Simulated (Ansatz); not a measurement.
# Si: the order of phases at one pressure, part 2 of 2

Which of fcc, bcc, hcp, diamond, omega, sc has the lowest enthalpy for Si at one common pressure? The runs shown use LAPW. Companion runs by PAW are cited.

Ansatz 0.2.0; DFT PBE; a cell built from a prototype (fcc type), not taken from measurement. The steps go on from the part before.

### 5 Diamond relaxed under pressure, LAPW

File input.yaml:

```yaml
crystal:
  lattice:
    - [0.0, 2.6323102214, 2.6323102214]
    - [2.6323102214, 0.0, 2.6323102214]
    - [2.6323102214, 2.6323102214, 0.0]
  atoms:
    - { symbol: Si, position: [-0.125, -0.125, -0.125] }
    - { symbol: Si, position: [0.125, 0.125, 0.125] }
kpoints:
  mp_grid: { grid: [13, 13, 13] }
scf:
  occupations: { method: fermi_dirac, width: 0.08 }
hamiltonian:
  xc: pbe
  pseudopotentials: { kind: all_electron, lapw: { basis_error: 0.0005 } }
output:
  forces: true
  stress: true
  eigenvalues: true
relax:
  f_tol: 0.005
  max_steps: 12
  cell: { p_target: 13.0, stress_tol: 0.03 }
```

Command:

```sh
ansatz run input.yaml --threads 1 --pin off --max-ram 3584MiB --backend cpu --events-out ev --progress --plain --runs-dir out
```

The log of the run, cut to the lines that bear on the results:

```text
[...]
LAPW: plane waves up to 8.739 Å⁻¹, error target 5.0e-4 eV per atom; small_component_spin mean_spin; Si in spheres of 1.106 Å, 12 of its electrons in bands, Dirac shells []
[...]
Pseudopotentials: kind: all_electron
Pseudopotential: Si, LAPW, valence charge 12, Koelling and Harmon's equation, gaussian nucleus
Functional definition: PBE
[...]
Crystal: 2 atoms, lattice volume = 36.479 Å³
Basis set: ecut = 290.97216220957637 eV, 411 PW (Γ), exchange–correlation at level 2
Bands: 16, of which v1, the nominal top of the filled ones, is band 12 counted from 1 (11 counted from 0)
Symmetry: 48 space group operations
Space group: Fd-3m (ITA 227), of the structure as read, at distance tolerance 3.3e-5 Å
k-points: 84 of 2197
[...]
SCF iter   1: F=—  HF=-15784.584194 eV  |F-HF|=—  |Δ(HF+E_count)|=         —  Δρ=4.82e-2  dr2=8.74e-1  ethr=3.63e-3  ⟨swp⟩=2.0  Hψ=9505  notcnv=0
[...]
       12.990229      -0.000000      -0.000000
       -0.000000      12.990229      -0.000000
       -0.000000      -0.000000      12.990229
  P = ⅓ Tr σ = 12.9902 GPa (129.902 kbar)
--- Band table (eV; the first three rows and the last of 84) ---
  k-point 0: bands = ["-125.0167", "-125.0046", "-81.0512", "-81.0512", "-81.0512", "-81.0267", "-81.0267", "-81.0267", "-4.0286", "8.6051", "8.6051", "8.6051", "11.1988", "11.1988", "11.1988", "13.0721"]
[...]
--- Relaxed structure (2 steps of the walk, 2 accepted, 1 SCFs on fresh bases) ---
  F+E_penalty+E_count = -15784.37463617 eV   max|allowed force component| = 1.966e-17 eV/Å   (the final SCF, on the basis selected at the relaxed cell)
  cell:  # Å, volume = 36.4616 Å³
    - [-6.050754289063513e-35, 2.6318947197122604, 2.6318947197122604]
    - [2.6318947197122604, -8.598440305511308e-35, 2.6318947197122604]
    - [2.6318947197122604, 2.6318947197122604, 3.1846075205597454e-36]
  atoms:
    - { symbol: Si, position: [-0.125, -0.125, -0.125] }
    - { symbol: Si, position: [0.125, 0.125, 0.125] }
```

It took 17 s on 1 thread of Intel Xeon Platinum 8488C (Sapphire Rapids), shared host; peak memory 0.39 GiB.

The steps of the relaxation:

```csv
step,energy from step 1 (eV/cell),largest force component (eV/Å),pressure (GPa),volume (Å³)
1,0.0000,0.0000,12.92,36.48
2,0.0014,0.0000,12.99,36.46
3,0.0014,0.0000,12.99,36.46
```

Step 1 is the start. Step 3 repeats the geometry before on a plane-wave basis chosen anew for that cell, so the energy can jump there without any move; the table keeps such jumps.

| input's cell | before | after | change |
| --- | --- | --- | --- |
| a (Å) | 3.723 | 3.722 | -0.0 % |
| b (Å) | 3.723 | 3.722 | -0.0 % |
| c (Å) | 3.723 | 3.722 | -0.0 % |
| volume (Å³/atom) | 18.24 | 18.23 | -0.0 % |

Read from it: pressure 12.99 GPa; gap on the k mesh 0.41 eV (an odd mesh misses the zone boundary).

### 6 Omega relaxed under pressure, LAPW

File input.yaml:

```yaml
crystal:
  lattice:
    - [4.2790224696, 0.0, 0.0]
    - [-2.1395112348, 3.705742162, 0.0]
    - [0.0, 0.0, 2.5058959184]
  atoms:
    - { symbol: Si, position: [0.0, 0.0, 0.0] }
    - { symbol: Si, position: [0.3333333333, 0.6666666667, 0.5] }
    - { symbol: Si, position: [0.6666666667, 0.3333333333, 0.5] }
kpoints:
  mp_grid: { grid: [9, 9, 12] }
scf:
  occupations: { method: fermi_dirac, width: 0.08 }
hamiltonian:
  xc: pbe
  pseudopotentials: { kind: all_electron, lapw: { basis_error: 0.0005 } }
output:
  forces: true
  stress: true
  eigenvalues: true
relax:
  f_tol: 0.005
  max_steps: 12
  cell: { p_target: 13.0, stress_tol: 0.03 }
```

Command:

```sh
ansatz run input.yaml --threads 1 --pin off --max-ram 3584MiB --backend cpu --events-out ev --progress --plain --runs-dir out
```

The log of the run, cut to the lines that bear on the results:

```text
[...]
LAPW: plane waves up to 7.763 Å⁻¹, error target 5.0e-4 eV per atom; small_component_spin mean_spin; Si in spheres of 1.198 Å, 12 of its electrons in bands, Dirac shells []
[...]
[... 3 set-up lines as earlier in the session ...]
[...]
Crystal: 3 atoms, lattice volume = 39.736 Å³
Basis set: ecut = 229.57987532468465 eV, 295 PW (Γ), exchange–correlation at level 2
Bands: 22, of which v1, the nominal top of the filled ones, is band 18 counted from 1 (17 counted from 0)
[... 1 set-up line as earlier in the session ...]
Space group: P6/mmm (ITA 191), of the structure as read, at distance tolerance 3.4e-5 Å
k-points: 84 of 972
[...]
SCF iter   1: F=—  HF=-23675.244326 eV  |F-HF|=—  |Δ(HF+E_count)|=         —  Δρ=1.92e-2  dr2=1.27e-1  ethr=3.53e-4  ⟨swp⟩=2.9  Hψ=13130  notcnv=0
[...]
  atom   2  Si     0.00000000     0.00000000    -0.00000000
  atom   3  Si     0.00000000    -0.00000000     0.00000000
[...]
--- Stress (GPa, compression-positive) ---
       13.012307      -0.000000      -0.000000
       -0.000000      13.012307      -0.000000
       -0.000000      -0.000000      12.998303
  P = ⅓ Tr σ = 13.0076 GPa (130.076 kbar)
--- Band table (eV; the first three rows and the last of 84) ---
[... band rows left out ...]
[...]
--- Relaxed structure (2 steps of the walk, 2 accepted, 1 SCFs on fresh bases) ---
  F+E_penalty+E_count = -23675.16963803 eV   max|allowed force component| = 4.626e-18 eV/Å   (the final SCF, on the basis selected at the relaxed cell)
  cell:  # Å, volume = 39.7453 Å³
    - [4.279475251710581, 0.0, 0.0]
    - [-2.1397376258552905, 3.706134282848168, 0.0]
    - [0.0, 0.0, 2.505956967085939]
  atoms:
    - { symbol: Si, position: [-1.154922316162634e-35, -2.309844632325268e-35, 0.0] }
    - { symbol: Si, position: [0.33333333333333326, 0.6666666666666665, 0.5] }
    - { symbol: Si, position: [0.6666666666666666, 0.33333333333333326, 0.5] }
```

Wall time 21 s (1 thread of Intel Xeon Platinum 8488C (Sapphire Rapids), shared host); peak memory 0.39 GiB.

Relaxation path:

```csv
step,energy from step 1 (eV/cell),largest force component (eV/Å),pressure (GPa),volume (Å³)
1,0.0000,0.0000,13.04,39.74
2,-0.0008,0.0000,13.01,39.75
3,-0.0008,0.0000,13.01,39.75
```

Step 1 is the start. Step 3 repeats the geometry before on a plane-wave basis chosen anew for that cell, so the energy can jump there without any move; the table keeps such jumps.

| input's cell | before | after | change |
| --- | --- | --- | --- |
| a (Å) | 4.279 | 4.279 | +0.0 % |
| b (Å) | 4.279 | 4.279 | +0.0 % |
| c (Å) | 2.506 | 2.506 | +0.0 % |
| volume (Å³/atom) | 13.25 | 13.25 | +0.0 % |

Result: pressure 13.01 GPa; no gap.

### 7 Sc relaxed under pressure, LAPW

File input.yaml:

```yaml
crystal:
  lattice:
    - [2.4459886566, 0.0, 0.0]
    - [0.0, 2.4459886566, 0.0]
    - [0.0, 0.0, 2.4459886566]
  atoms:
    - { symbol: Si, position: [0.0, 0.0, 0.0] }
kpoints:
  mp_grid: { grid: [15, 15, 15] }
scf:
  occupations: { method: fermi_dirac, width: 0.08 }
hamiltonian:
  xc: pbe
  pseudopotentials: { kind: all_electron, lapw: { basis_error: 0.0005 } }
output:
  forces: true
  stress: true
  eigenvalues: true
relax:
  f_tol: 0.005
  max_steps: 12
  cell: { p_target: 13.0, stress_tol: 0.03 }
```

Command:

```sh
ansatz run input.yaml --threads 1 --pin off --max-ram 3584MiB --backend cpu --events-out ev --progress --plain --runs-dir out
```

The log of the run, cut to the lines that bear on the results:

```text
[...]
LAPW: plane waves up to 7.881 Å⁻¹, error target 5.0e-4 eV per atom; small_component_spin mean_spin; Si in spheres of 1.186 Å, 12 of its electrons in bands, Dirac shells []
[...]
[... 3 set-up lines as earlier in the session ...]
[...]
Crystal: 1 atoms, lattice volume = 14.634 Å³
Basis set: ecut = 236.6481726213424 eV, 123 PW (Γ), exchange–correlation at level 2
Bands: 10, of which v1, the nominal top of the filled ones, is band 6 counted from 1 (5 counted from 0)
[... 1 set-up line as earlier in the session ...]
Space group: Pm-3m (ITA 221), of the structure as read, at distance tolerance 2.4e-5 Å
k-points: 120 of 3375
[...]
SCF iter   1: F=—  HF=-7891.869512 eV  |F-HF|=—  |Δ(HF+E_count)|=         —  Δρ=1.91e-2  dr2=3.08e-2  ethr=2.55e-4  ⟨swp⟩=3.0  Hψ=9049  notcnv=0
[...]
Entropy (-TS):   -0.007139 eV (-7.139 meV/atom)
Fermi energy:    11.801118 eV
[...]
--- Forces (eV/Å), atoms counted from 1 ---
  atom   1  Si     0.00000000     0.00000000    -0.00000000
[...]
--- Stress (GPa, compression-positive) ---
       12.994647       0.000000       0.000000
        0.000000      12.994647       0.000000
        0.000000       0.000000      12.994647
  P = ⅓ Tr σ = 12.9946 GPa (129.946 kbar)
--- Band table (eV; the first three rows and the last of 120) ---
  k-point 0: bands = ["-122.3528", "-78.3815", "-78.3815", "-78.3815", "-2.2894", "19.2777", "19.2777", "20.1730", "20.1730", "20.1730"]
[...]
--- Relaxed structure (2 steps of the walk, 2 accepted, 1 SCFs on fresh bases) ---
  F+E_penalty+E_count = -7891.87330717 eV   max|allowed force component| = 0.000e0 eV/Å   (the final SCF, on the basis selected at the relaxed cell)
  cell:  # Å, volume = 14.6315 Å³
    - [2.4458473756247967, 5.135813185032629e-34, 0.0]
    - [5.135813185032629e-34, 2.4458473756247967, 0.0]
    - [0.0, 0.0, 2.4458473756247967]
  atoms:
    - { symbol: Si, position: [0.0, 0.0, 0.0] }
```

It took 8.8 s on 1 thread of Intel Xeon Platinum 8488C (Sapphire Rapids), shared host; peak memory 0.3 GiB.

Relaxation path:

```csv
step,energy from step 1 (eV/cell),largest force component (eV/Å),pressure (GPa),volume (Å³)
1,0.0000,0.0000,12.97,14.63
2,0.0002,0.0000,12.99,14.63
3,0.0002,0.0000,12.99,14.63
```

Step 1 is the start. Step 3 repeats the geometry before on a plane-wave basis chosen anew for that cell, so the energy can jump there without any move; the table keeps such jumps.

| input's cell | before | after | change |
| --- | --- | --- | --- |
| a (Å) | 2.446 | 2.446 | -0.0 % |
| b (Å) | 2.446 | 2.446 | -0.0 % |
| c (Å) | 2.446 | 2.446 | -0.0 % |
| volume (Å³/atom) | 14.63 | 14.63 | -0.0 % |

This run gives: pressure 12.99 GPa; no gap.

### 8 Side by side

The PAW rows are taken from companion runs at the same settings.

Enthalpy per atom, H = F + pV at p = 13 GPa, from each method's lowest phase:

```
method    start  space group, start → end  volume (Å³/atom)  pressure (GPa)  enthalpy (meV/atom)
  LAPW      fcc             Fm-3m → Fm-3m            12.842            13.0                 72.8
  LAPW      bcc             Im-3m → Im-3m            13.121            13.0                 78.0
  LAPW      hcp       P6_3/mmc → P6_3/mmc            12.785            13.0                 34.8
  LAPW  diamond             Fd-3m → Fd-3m            18.231            13.0                  0.0
  LAPW    omega           P6/mmm → P6/mmm            13.248            13.0                 59.8
  LAPW       sc             Pm-3m → Pm-3m            14.631            13.0                 22.0
   PAW      fcc             Fm-3m → Fm-3m            12.840            13.0                 70.9
   PAW      bcc             Im-3m → Im-3m            13.118            13.0                 76.3
   PAW      hcp       P6_3/mmc → P6_3/mmc            12.782            13.0                 33.0
   PAW  diamond             Fd-3m → Fd-3m            18.239            13.0                  0.0
   PAW    omega           P6/mmm → P6/mmm            13.245            13.0                 58.2
   PAW       sc             Pm-3m → Pm-3m            14.634            13.0                 21.2
```

### 9 Outcome

The summary covers parts 1 to 2.

```
     quantity                            value
     pressure                           13 GPa
lowest (LAPW)  diamond, 22.0 meV/atom under sc
 lowest (PAW)  diamond, 21.2 meV/atom under sc
```

By LAPW the order is diamond < sc < hcp < omega < fcc < bcc. By PAW the order is diamond < sc < hcp < omega < fcc < bcc. The methods agree on the lowest phase. Only these structures were tried, with electrons smeared by 0.08 eV and without vibrations, so the true ground state may be another. The k meshes differ between phases and weren't tested, which can move differences by some meV.
